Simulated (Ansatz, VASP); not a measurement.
**Two plane-wave programs on MoS2**

```
Mo S
1.0
     3.24812    0.00000    0.00000
    -1.62406    2.81296    0.00000
     0.00000    0.00000   12.86708
Mo S
2 4
Direct
  0.33333 0.66667 0.25000
  0.66667 0.33333 0.75000
  0.33333 0.66667 0.63083
  0.66667 0.33333 0.13083
  0.33333 0.66667 0.86917
  0.66667 0.33333 0.36917
```

Change from the starting cell: in-plane strain +0.02, out-of-plane length and atoms relaxed by PAW.

Alike in both runs: functional r2SCAN; k mesh 6 × 6 × 2; no spin polarisation.

Ansatz relaxed the structure, and its values are those at the end. VASP's run is a single point on that final structure, the one shown.

|  | VASP | Ansatz |
| --- | --- | --- |
| version | VASP 6.6.1 | Ansatz 0.2.0 |
| potentials or method | VASP PAW PBE potentials, release 64 (Mo_sv, S) | PAW with Ansatz's default frozen-core files, scalar-relativistic |
| plane-wave cutoff (eV) | 520 | 500 |
| occupations | gaussian, width 0.01 eV | fixed |
| valence electrons in the cell | 52 | 52 |

|  | VASP | Ansatz | Ansatz less VASP |
| --- | --- | --- | --- |
| gap on the k mesh at the Fermi level (eV) | 0.75 | 0.74 | -0.017 |
| pressure (GPa) | -3.4 | -3.4 | -0.03 |

Caveats: the PAW data sets were made with another functional, which shifts forces and pressure a little (VASP). A k mesh can miss the band edges.
